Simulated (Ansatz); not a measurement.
# Stack of 1T-FeI2 under 1T-NiTe2, unshifted in a perpendicular field, part 2 of 2

What dipole does a perpendicular field induce in the stack of 1T-FeI2 under 1T-NiTe2, unshifted? A positive field points along +c.

Ansatz 0.2.0; plane-wave DFT, PBE-D3(BJ), Ansatz PAW (the session's first sound run).

So far. Step 8 (Single point, field 0.3 V/Å): The dipole is 0.273 e·Å, 0.247 e·Å from its value without field.

### Step 9. Response, atoms held (continued)

Electrons, planar mean, per unit field. Induced electron density against z:

z (Å), induced electron density (e/Å³ per V/Å) and a bar from the least value:
```
      4.5    0.00001 ###############
      5.0    0.00002 ###############
      5.5    0.00007 ################
      6.0    0.00022 ################
      6.5    0.00058 ##################
      7.0    0.00142 ######################
      7.5    0.00283 ############################
      8.0    0.00324 ##############################
      8.5    0.00135 #####################
      9.0    0.00092 ###################
      9.5    0.00005 ################
     10.0   -0.00087 ###########
     10.5    0.00054 ##################
     11.0    0.00028 #################
     11.5    0.00025 #################
     12.0    0.00007 ################
     12.5    0.00002 ###############
     13.0    0.00001 ###############
     13.5   -0.00014 ###############
     14.0   -0.00019 ###############
     14.5   -0.00002 ###############
     15.0    0.00018 ################
     15.5    0.00005 ################
     16.0    0.00000 ###############
     16.5    0.00006 ################
     17.0   -0.00022 ##############
     17.5   -0.00024 ##############
     18.0   -0.00042 #############
     18.5   -0.00153 ########
     19.0   -0.00340 
     19.5   -0.00272 ###
     20.0   -0.00145 #########
     20.5   -0.00067 ############
     21.0   -0.00029 ##############
     21.5   -0.00012 ###############
     22.0   -0.00005 ###############
     22.5   -0.00002 ###############
```

By hand: between -0.05 and 0.05 V/Å the dipole changes by 0.08228 e·Å, a slope of 0.8228 e·Å²/V. A perfect conductor of thickness t has p = ε₀AEt, so t = 180.95 × 0.8228 / 13.095 = 11.37 Å (e/ε₀ = 180.95 V·Å, A in Å²).

The induced dipole is that of a conductor 11.37 Å thick.

### Step 10. The same run with other settings: basis.ecutwfc = "550 eV"

This step: plane-wave DFT, PBE-D3(BJ), Ansatz PAW (Ansatz 0.2.0).

A run with a changed input: it repeats the earlier run at 0.05 V/Å with basis.ecutwfc to 550 eV.

Contents of input.yaml:

```yaml
crystal:
  lattice:
    - [3.8885349269, 0.0, 0.0]
    - [-1.9442674635, 3.3675700302, 0.0]
    - [0.0, 0.0, 26.8303124117]
  atoms:
    - { symbol: I, position: [0.6666666667, 0.3333333333, 0.335441491], spin: 0.14 }
    - { symbol: Fe, position: [0.0, 0.0, 0.3969251133], spin: 3.31 }
    - { symbol: I, position: [0.3333333333, 0.6666666667, 0.4611948525], spin: 0.11 }
    - { symbol: Te, position: [0.6666666667, 0.3333333333, 0.5696883965], spin: -0.02 }
    - { symbol: Ni, position: [0.0, 0.0, 0.6163472623], spin: 0.03 }
    - { symbol: Te, position: [0.3333333333, 0.6666666667, 0.664558509], spin: -0.01 }
magnetization:
  spin_polarized: true
kpoints:
  mp_grid: { grid: [12, 12, 1] }
  band_path:
    path: [[0, 0, 0], [0.5, 0, 0], [0.33333333, 0.33333333, 0], [0, 0, 0]]
    npoints: 16
hamiltonian:
  xc: pbe
  dispersion: d3bj
scf:
  occupations: { method: fermi_dirac, width: 0.05 }
  convergence: { dr2_threshold: 1.0e-10 }
efield:
  axis: 3
  dipole_correction: true
  ramp_position: 0.97
  ramp_width: 0.06
  amplitude: 0.05
output:
  write_potential: true
  write_density: true
  volumetric_format: npy
basis:
  ecutwfc: "550 eV"
```

Launch:

```bash
> ansatz run input.yaml --threads 4 --pin off --max-ram 6144MiB --backend cpu --events-out ev --progress --plain --runs-dir out
```

Wall time 2.5 min (4 threads of Arm Neoverse V1, shared host); peak memory 2.1 GiB.

This step gave:

* energy at zero smearing: -39308.6995 eV
* total moment: 3.729 μB
* site moments: 0.1418, 3.312, 0.1143, -0.02352, 0.02874, -0.006556 μB
* dipole along the normal: 0.06794 e·Å

Deep bands are left out, so band numbers here count from the lowest band kept and differ from the log's. The electronic bands at the labelled points (eV, zero at the Fermi level; # counts the bands kept):

| point | up #18 | up #19 | up #20 | up #21 | down #15 | down #16 | down #17 | down #18 |
| --- | --- | --- | --- | --- | --- | --- | --- | --- |
| Γ | -0.08 | -0.06 | -0.06 | 1.14 | -0.19 | -0.09 | -0.09 | 0.17 |
| halfway | -1.25 | -0.64 | -0.53 | 0.50 | -0.55 | -0.36 | 0.10 | 0.14 |
| M | -1.75 | -1.01 | -0.76 | 0.59 | -1.67 | -0.50 | 0.20 | 0.43 |
| halfway | -1.78 | -1.16 | -1.07 | 0.45 | -1.68 | -0.15 | 0.18 | 0.37 |
| K | -1.84 | -1.40 | -1.23 | 0.38 | -1.80 | 0.01 | 0.11 | 0.26 |
| halfway | -1.30 | -1.01 | -0.33 | 0.38 | -0.50 | -0.13 | 0.05 | 0.32 |
| Γ | -0.08 | -0.06 | -0.06 | 1.14 | -0.19 | -0.09 | -0.09 | 0.17 |

| quantity | this run | earlier run | difference |
| --- | --- | --- | --- |
| dipole along the normal (e·Å) | 0.06794 | 0.06795 | -8.2e-6 |
| total moment (μB) | 3.729 | 3.729 | -3.7e-5 |

Nothing in the table moves by 0.01 in its unit (for the dipole 0.5 % and 5e-5 e·Å).

### Step 11. A changed input: hamiltonian.xc = "pbesol"

This step: plane-wave DFT, PBE-D3(BJ), Ansatz PAW, but for the change named below (Ansatz 0.2.0).

Another changed input: it repeats the earlier run at 0.05 V/Å with hamiltonian.xc from pbe to pbesol.

Edit input.yaml of step 10 so:

```diff
@@ -20,3 +20,3 @@
 hamiltonian:
-  xc: pbe
+  xc: pbesol
   dispersion: d3bj
@@ -35,3 +35 @@
   volumetric_format: npy
-basis:
-  ecutwfc: "550 eV"
```

The job ended after 94 s (4 threads; peak memory 1.5 GiB).

This step gave:

```
energy at zero smearing : -38923.8050 eV
total moment            : 3.731 μB
site moments            : 0.1429, 3.307, 0.1176, -0.02066, 0.02287, -0.005987 μB
dipole along the normal : 0.06538 e·Å
```

Deep bands are left out, so band numbers here count from the lowest band kept and differ from the log's. Electronic bands along the path, in eV, zero at the Fermi level; # counts the bands kept:

| point | up #18 | up #19 | up #20 | up #21 | down #15 | down #16 | down #17 | down #18 |
| --- | --- | --- | --- | --- | --- | --- | --- | --- |
| Γ | -0.10 | -0.05 | -0.05 | 1.15 | -0.24 | -0.08 | -0.08 | 0.08 |
| halfway | -1.23 | -0.64 | -0.53 | 0.50 | -0.55 | -0.35 | 0.09 | 0.13 |
| M | -1.75 | -1.02 | -0.77 | 0.58 | -1.67 | -0.51 | 0.19 | 0.33 |
| halfway | -1.76 | -1.17 | -1.08 | 0.44 | -1.67 | -0.16 | 0.18 | 0.27 |
| K | -1.81 | -1.42 | -1.24 | 0.37 | -1.77 | 0.04 | 0.11 | 0.13 |
| halfway | -1.31 | -1.02 | -0.32 | 0.37 | -0.49 | -0.14 | 0.06 | 0.27 |
| Γ | -0.10 | -0.05 | -0.05 | 1.15 | -0.24 | -0.08 | -0.08 | 0.08 |

| quantity | this run | earlier run | difference |
| --- | --- | --- | --- |
| dipole along the normal (e·Å) | 0.06538 | 0.06795 | -0.0026 |
| total moment (μB) | 3.731 | 3.729 | 0.0027 |

What moves beyond 0.01 in its unit (for the dipole 0.5 % and 5e-5 e·Å): dipole along the normal (-0.00257 e·Å).

### Step 12. Results

```yaml
gap_without_field: none
work_function_upper_face: 4.29 eV
step_between_the_vacuum_levels: -0.371 eV
equivalent_conductor_thickness_atoms_held: 11.4 Å
```

The induced dipole equals that of a perfect conductor 11.37 Å thick, while the outer atoms lie 8.83 Å apart. The two faces differ: the vacuum level above lies 0.37 eV lower than the one below. There is no gap over 0.03 eV, with or without the field. For an open d or f shell that can be the fault of a semilocal functional without a Hubbard term. The magnetic order is the one reached from the typed start; other orders were not compared. Spin-orbit coupling is left out, which matters for the bands of elements this heavy.

[Logs are printed without paths, hosts, clocks, repeated set-up lines and the standing remarks that a program may print on its own settings, such as how far it seeks lower states.]

[Hosts, paths, dates, database ids (printed as entryN), source tags and the programs' standing remarks are cut or masked in the printed files.]

[Maps of the electrostatic potential energy from Ansatz leave out the sawtooth potential of an applied field or a dipole correction, so their vacuum need not be flat; planar profiles and work functions include it.]
